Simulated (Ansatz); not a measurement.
BeTe built on the h-MgO prototype (it has left that coordination), relaxed with r2SCAN, was run in the PAW code Ansatz under altered settings. All numbers are computed, without spin polarisation but where a row says otherwise.

```
CELL_PARAMETERS angstrom
4.03085 0.00000 0.00000
-2.01543 3.49082 0.00000
0.00000 0.00000 8.14405
ATOMIC_POSITIONS crystal
Be 0.33333 0.66667 0.25000
Be 0.66667 0.33333 0.75000
Te 0.66667 0.33333 0.25000
Te 0.33333 0.66667 0.75000
```

The base run's other keys:
```yaml
kpoints:
  mp_grid: { grid: [6, 6, 2] }
hamiltonian:
  xc: hse06
scf:
  occupations: { method: fixed }
  n_extra_bands: 5
```

It takes 11 iterations with 2259 plane waves at 420 eV and 14 k points, and leaves a mean stress of -0.36 GPa. The gap over this mesh is 3.566 eV. It ran on 4 threads of Arm Neoverse N1 (shared host).

Outcomes, with energy and stress as changes against the base:
```
                                 setting    outcome  ΔF (meV/atom)  Δ mean stress (GPa)  gap on the mesh (eV)  iterations  wall time
   PBE hybrid, exx coeff 0.3, unscreened  converged              –                 -0.1                 4.570          13       30 s
PBE hybrid, exx coeff 0.2, omega 0.3 1/Å  converged              –                 +0.2                 3.241          12       30 s
      scf.occupations: fermi_dirac 0.001  converged            0.0                  0.0                 3.566          12       30 s
```
A dash marks a value that wasn't obtained or can't be compared. Stress is positive in compression. The base took 30 s. The base's mesh is coarse for a hybrid, so its own values aren't converged.

- PBE hybrid, exx coeff 0.3, unscreened. That is 30 % exact exchange, at all ranges, against HSE06's 25 % screened at 0.208 1/Å. The mean stress moves by -0.1 GPa and the gap on the mesh by +1.004 eV (to 4.570). Totals of different functionals aren't comparable.
- PBE hybrid, exx coeff 0.2, omega 0.3 1/Å. That is 20 % exact exchange, screened with ω = 0.3 1/Å, against HSE06's 25 % screened at 0.208 1/Å. The mean stress moves by +0.2 GPa and the gap on the mesh by -0.326 eV (to 3.241). Totals of different functionals aren't comparable.

Within 1 meV an atom, 0.1 GPa and 0.005 eV of the base stay: scf.occupations: fermi_dirac 0.001.

No spin-orbit coupling is included; it can move band edges with weight on the heavy atoms by tenths of an eV.

The program warns that its thresholds are loose for a hybrid's stress.

The meshes of the hybrids are coarse, so their gaps aren't converged to the digits shown.
